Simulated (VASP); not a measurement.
# AlAs (F-43m) in VASP: a series of runs

Aim: see how the results for AlAs move with the level of theory and the settings. Levels: PBE, LDA, PBEsol. Tasks: relaxation of cell and atoms.

Everything below comes from runs of VASP 6.6.1. Logs are shortened: lines on timing, memory, paths and dates and some standing lists are left out, and cuts for length are marked.

## (1) Starting point

The structure is cubic, space group F-43m (No. 216). The conventional cell has a = 5.733 Å, b = 5.733 Å, c = 5.733 Å, α = 90.00°, β = 90.00°, γ = 90.00°. Al (site symmetry -43m) has 4 As at 2.48 Å as nearest neighbours. As (site symmetry -43m) has 4 Al at 2.48 Å as nearest neighbours.

## (2) Relaxation of cell and atoms, PBE

File INCAR:

```
SYSTEM = AlAs
PREC = Accurate
ENCUT = 600
EDIFF = 1E-7
ISMEAR = 0
SIGMA = 0.03
LREAL = .FALSE.
LASPH = .TRUE.
NELM = 80
ALGO = Normal
ISIF = 3
LWAVE = .FALSE.
LCHARG = .FALSE.
GGA = PE
IBRION = 2
NSW = 90
EDIFFG = -0.005
```

File KPOINTS:

```
Automatic mesh
0
G
  8 8 8
  0 0 0
```

File POSCAR:

```
AlAs                                    
1.0
    0.0000000000      2.8663086877      2.8663086877
    2.8663086877      0.0000000000      2.8663086877
    2.8663086877      2.8663086877      0.0000000000
  Al              As            
     1     1
Direct
     0.0000000000000000    0.0000000000000000    0.0000000000000000
     0.2500000000000000    0.2500000000000000    0.2500000000000000
```

Potentials or basis: VASP PAW PBE potentials, release 64 (Al, As).

Started as:

```
$ cat potpaw_PBE.64/Al/POTCAR potpaw_PBE.64/As/POTCAR > POTCAR
$ mpirun -np 1 vasp_std > vasp.out
```

OUTCAR:

```text
SYSTEM = AlAs
   PREC = Accurate
   ENCUT = 600
   EDIFF = 1E-7
   ISMEAR = 0
   LREAL = .FALSE.
   LASPH = .TRUE.
   NELM = 80
   ISIF = 3
   GGA = PE
   IBRION = 2
   NSW = 90
   EDIFFG = -0.005

 ion  position               nearest neighbor table
   1  0.000  0.000  0.000-   2 2.48   2 2.48   2 2.48   2 2.48
   2  0.250  0.250  0.250-   1 2.48   1 2.48   1 2.48   1 2.48

  LATTYP: Found a face centered cubic cell.
 ALAT       =     5.7326173754

  Lattice vectors:

 A1 = (   0.0000000000,   2.8663086877,   2.8663086877)
 A2 = (   2.8663086877,   0.0000000000,   2.8663086877)
 A3 = (   2.8663086877,   2.8663086877,   0.0000000000)

Analysis of symmetry for initial positions (statically):
=====================================================================
 Subroutine PRICEL returns:
 Original cell was already a primitive cell.

 Routine SETGRP: Setting up the symmetry group for a
 face centered cubic supercell.

 Subroutine GETGRP returns: Found 24 space group operations
 (whereof 24 operations were pure point group operations)
 out of a pool of 48 trial point group operations.

The static configuration has the point symmetry T_d .

Analysis of symmetry for dynamics (positions and initial velocities):
=====================================================================
 Subroutine PRICEL returns:
 Original cell was already a primitive cell.

 Routine SETGRP: Setting up the symmetry group for a
 face centered cubic supercell.

 Subroutine GETGRP returns: Found 24 space group operations
 (whereof 24 operations were pure point group operations)
 out of a pool of 48 trial point group operations.

The dynamic configuration has the point symmetry T_d .

 Subroutine INISYM returns: Found 24 space group operations
 (whereof 24 operations are pure point group operations),
 and found     1 'primitive' translations

----------------------------------------------------------------------------------------

                                     Primitive cell

  volume of cell :      47.0976

  direct lattice vectors                    reciprocal lattice vectors
     0.000000000  2.866308688  2.866308688    -0.174440388  0.174440388  0.174440388
     2.866308688  0.000000000  2.866308688     0.174440388 -0.174440388  0.174440388
     2.866308688  2.866308688  0.000000000     0.174440388  0.174440388 -0.174440388

  length of vectors
     4.053572620  4.053572620  4.053572620     0.302139615  0.302139615  0.302139615

  position of ions in fractional coordinates (direct lattice)
     0.000000000  0.000000000  0.000000000
     0.250000000  0.250000000  0.250000000

  ion indices of the primitive-cell ions
   primitive index   ion index
                 1           1
                 2           2

----------------------------------------------------------------------------------------

 KPOINTS: Automatic mesh

Automatic generation of k-mesh.
 Grid dimensions read from file:
 generate k-points for:    8    8    8

 Generating k-lattice:

  Cartesian coordinates                     Fractional coordinates (reciprocal lattice)
    -0.021805049  0.021805049  0.021805049     0.125000000  0.000000000  0.000000000
     0.021805049 -0.021805049  0.021805049     0.000000000  0.125000000  0.000000000
     0.021805049  0.021805049 -0.021805049     0.000000000  0.000000000  0.125000000

  Length of vectors
     0.037767452  0.037767452  0.037767452

  Shift w.r.t. Gamma in fractional coordinates (k-lattice)
     0.000000000  0.000000000  0.000000000

 Subroutine IBZKPT returns following result:
 ===========================================

 Found     29 irreducible k-points:

 Following reciprocal coordinates:
            Coordinates               Weight
  0.000000  0.000000  0.000000      1.000000
  0.125000  0.000000  0.000000      8.000000
  0.250000  0.000000  0.000000      8.000000
  0.375000  0.000000  0.000000      8.000000
  0.500000  0.000000  0.000000      4.000000
  0.125000  0.125000  0.000000      6.000000
[... 16 lines left out ...]
  0.500000  0.250000  0.125000     48.000000
 -0.375000  0.250000  0.125000     24.000000
 [... further k-points ...]
   k-points           NKPTS =     29   k-points in BZ     NKDIM =     29   number of bands    NBANDS=      8
   number of dos      NEDOS =    301   number of ions     NIONS =      2
   total plane-waves  NPLWV =  32768
   dimension x,y,z NGX =    32 NGY =   32 NGZ =   32
   dimension x,y,z NGXF=    64 NGYF=   64 NGZF=   64
   ions per type =               1   1
   NGX,Y,Z   is equivalent  to a cutoff of  13.12, 13.12, 13.12 a.u.
   NGXF,Y,Z  is equivalent  to a cutoff of  26.25, 26.25, 26.25 a.u.
 SYSTEM =  AlAs
   PREC   = accura    normal or accurate (medium, high low for compatibility)
   ISTART =      0    job   : 0-new  1-cont  2-samecut
   ICHARG =      2    charge: 1-file 2-atom 10-const
   ISPIN  =      1    spin polarized calculation?
   LNONCOLLINEAR =      F non collinear calculations
   LSORBIT =      F    spin-orbit coupling
   LASPH  =      T    aspherical Exc in radial PAW
   ENCUT  =  600.0 eV  44.10 Ry    6.64 a.u.   8.10  8.10  8.10*2*pi/ulx,y,z
   NELM   =     80;   NELMIN=  2; NELMDL= -5     # of ELM steps
   EDIFF  = 0.1E-06   stopping-criterion for ELM
   LREAL  =      F    real-space projection
   EDIFFG = -.5E-02   stopping-criterion for IOM
   NSW    =     90    number of steps for IOM
   IBRION =      2    ionic relax: 0-MD 1-quasi-New 2-CG
   NFREE  =      1    steps in history (QN), initial steepest desc. (CG)
   ISIF   =      3    stress and relaxation
   ISYM   =      2    0-nonsym 1-usesym 2-fastsym
   POTIM  = 0.5000    time-step for ionic-motion
   TEBEG  =    0.0;   TEEND  =   0.0 temperature during run
   PSTRESS=    0.0 pullay stress
   NELECT =       8.0000    total number of electrons
   NUPDOWN=      -1.0000    fix difference up-down
   EMIN   =  10.00;   EMAX   =-10.00  energy-range for DOS
   EFERMI =   0.00;   METHOD = LEGACY
   ISMEAR =     0;   SIGMA  =   0.03  broadening in eV -4-tet -1-fermi 0-gaus
   EFERMI_NEDOS =   21; number of points for ismear=-14 and -15
   IALGO  =     38    algorithm
   IMIX   =      4    mixing-type and parameters
     AMIX     =   0.40;   BMIX     =  1.00
     AMIX_MAG =   1.60;   BMIX_MAG =  1.00
  volume/ion in A,a.u.               =      23.55       158.92
  Fermi-wavevector in a.u.,A,eV,Ry     =   0.906648  1.713316 11.184124  0.822010
  Thomas-Fermi vector in A             =   2.030361
   LORBIT       =      0    0 simple, 1 ext, 2 COOP (PROOUT), +10 PAW based schemes
   GGA     = PE    functional components
   LHFCALC =     F    Hartree Fock is set to
   AEXX    =    0.0000 exact exchange contribution
   IVDW    =     0    specifies the selected vdW correction
   LEPSILON=     F    determine dielectric tensor
   LRPA    =     F    only Hartree local field effects (RPA)
 conjugate gradient relaxation of ions
 non-spin polarized calculation
 Gauss-broadening in eV      SIGMA  =   0.03
  energy-cutoff  :      600.00
  volume of cell :       47.10
 maximum number of plane-waves:      1591
   NGX = 17   NGY = 17   NGZ = 17

 number of electron       8.0000000 magnetization

 Free energy of the ion-electron system (eV)
  ---------------------------------------------------
  ext. energy  EPLUGINS =         0.00000000
  ---------------------------------------------------
  free energy    TOTEN  =        -9.38814996 eV

  energy without entropy =       -9.38814996  energy(sigma->0) =       -9.38814996

 E-fermi :   3.7255     XC(G=0):  -8.8950

 val. band max:        3.5736301538   @ k =   0.0000   0.0000   0.0000
 cond. band min:       5.0720296413   @ k =   0.5000   0.5000   0.0000
 fundamental gap:      1.4983994874
 Fermi energy:         3.7255336916

 k-point     1 :       0.0000    0.0000    0.0000
  band No.  band energies     occupation
      1      -8.0838      2.00000
      2       3.5736      2.00000
      3       3.5736      2.00000
      4       3.5736      2.00000
      5       5.3370      0.00000
      6       7.7962      0.00000
      7       7.7962      0.00000
      8       7.7962      0.00000

 k-point     2 :       0.1250    0.0000    0.0000
  band No.  band energies     occupation
      1      -7.9383      2.00000
      2       2.1490      2.00000
      3       3.4185      2.00000
      4       3.4185      2.00000
      5       6.1404      0.00000
      6       8.0686      0.00000
      7       8.0686      0.00000
      8       8.1504      0.00000

 k-point     3 :       0.2500    0.0000    0.0000
  band No.  band energies     occupation
      1      -7.5360      2.00000
      2       0.2535      2.00000
      3       3.1110      2.00000
      4       3.1110      2.00000
      5       6.0307      0.00000
      6       8.4138      0.00000
      7       8.4138      0.00000
      8       9.8063      0.00000

 k-point     4 :       0.3750    0.0000    0.0000
  band No.  band energies     occupation
      1      -7.0207      2.00000
      2      -1.2306      2.00000
      3       2.8645      2.00000
      4       2.8645      2.00000
      5       5.7030      0.00000
      6       8.3291      0.00000
      7       8.3291      0.00000
      8      11.1575      0.00000

 k-point     5 :       0.5000    0.0000    0.0000
  band No.  band energies     occupation
      1      -6.7489      2.00000
      2      -1.8341      2.00000
      3       2.7748      2.00000
      4       2.7748      2.00000
      5       5.5767      0.00000
      6       8.2247      0.00000
      7       8.2247      0.00000
      8      11.2507      0.00000
[... 177 lines left out ...]
 k-point    22 :       0.3750    0.2500    0.1250
  band No.  band energies     occupation
      1      -7.2005      2.00000
      2      -0.1338      2.00000
      3       1.6990      2.00000
      4       2.6323      2.00000
      5       7.1253      0.00000
      6       7.6629      0.00000
      7       8.8442      0.00000
      8       9.9608      0.00000

 k-point    23 :       0.5000    0.2500    0.1250
  band No.  band energies     occupation
      1      -6.7385      2.00000
      2      -1.0998      2.00000
      3       1.1287      2.00000
      4       2.2687      2.00000
      5       7.1748      0.00000
      6       7.9540      0.00000
      7       9.2553      0.00000
      8      10.3155      0.00000

 k-point    24 :      -0.3750    0.2500    0.1250
  band No.  band energies     occupation
      1      -6.5026      2.00000
      2      -1.5514      2.00000
      3       0.9778      2.00000
      4       2.0945      2.00000
      5       7.1471      0.00000
      6       7.7822      0.00000
      7      10.1026      0.00000
      8      11.0665      0.00000

 [... further k-points ...]
[... 5 lines left out ...]
  --------------------------------------------------------------------------------------
  -------------------------------------------------------------------------------------
  Total        0.0016421      0.0016421      0.0016421      0.0000000      0.0000000     -0.0000000
  in kB        0.0558618      0.0558618      0.0558618      0.0000000      0.0000000     -0.0000000
  external PRESSURE =       0.0558618 kB  Pullay stress =       0.0000000 kB

 VOLUME and BASIS-vectors are now :
 -----------------------------------------------------------------------------
  energy-cutoff  :      600.00
  volume of cell :       47.10
      direct lattice vectors                 reciprocal lattice vectors
     0.000000000  2.866308688  2.866308688    -0.174440388  0.174440388  0.174440388
     2.866308688  0.000000000  2.866308688     0.174440388 -0.174440388  0.174440388
     2.866308688  2.866308688  0.000000000     0.174440388  0.174440388 -0.174440388

 POSITION                                       TOTAL-FORCE (eV/Angst)
 -----------------------------------------------------------------------------------
      0.00000      0.00000      0.00000         0.000000      0.000000      0.000000
      1.43315      1.43315      1.43315        -0.000000     -0.000000     -0.000000
 -----------------------------------------------------------------------------------
    total drift:                               -0.000000     -0.000000     -0.000000

  FREE ENERGIE OF THE ION-ELECTRON SYSTEM (eV)
  ---------------------------------------------------
  free  energy   TOTEN  =        -9.3881499628 eV

  energy  without entropy=       -9.3881499628  energy(sigma->0) =       -9.38814996

 reached required accuracy - stopping structural energy minimisation
```

It took 9.7 s on 1 thread of Intel Xeon Platinum 8488C (Sapphire Rapids), shared host; peak memory 0.17 GiB.

Results:

```yaml
Free_energy: -9.3881 eV
Pressure_after_relaxing: 0.0 GPa
Band_gap_on_the_k_mesh: 1.50 eV, indirect (least direct gap 1.76 eV)
```

Final structure:
```xyz
2
Lattice="0.0000 2.8663 2.8663 2.8663 0.0000 2.8663 2.8663 2.8663 0.0000" Properties=species:S:1:pos:R:3 pbc="T T T"
Al    0.0000    0.0000    0.0000
As    1.4332    1.4332    1.4332
```

Caveat: the relaxation stopped at its first step, so nothing moved. A k mesh can miss the band edges.

(Part 1 of 4 ends here.)
